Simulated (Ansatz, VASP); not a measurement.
Si in VASP and in Ansatz

```
Si
1.0
     0.00000    1.92578    1.92578
     1.92578    0.00000    1.92578
     1.92578    1.92578    0.00000
Si
1
Direct
  0.00000 0.00000 0.00000
```

This isn't the form of Si at room conditions, which is diamond.

Alike in both runs: task single point; functional r2SCAN; k mesh 20 × 20 × 20; occupations gaussian, width 0.05 eV; no spin polarisation.

|  | VASP | Ansatz |
| --- | --- | --- |
| version | VASP 6.6.1 | Ansatz 0.2.0 |
| potentials or method | VASP PAW PBE potentials, release 64 (Si) | scalar-relativistic, plane waves, PAW |
| plane-wave cutoff (eV) | 520 | 500 |
| valence electrons in the cell | 4 | 4 |

```csv
,VASP,Ansatz,Ansatz less VASP
gap on the k mesh at the Fermi level (eV),none,none,-
pressure (GPa),-2.8,-2.9,-0.08
```

A gap of «none» marks a metal or a gap that the smearing closes.

Caveats: the PAW data sets were made with another functional, which shifts forces and pressure a little (VASP).
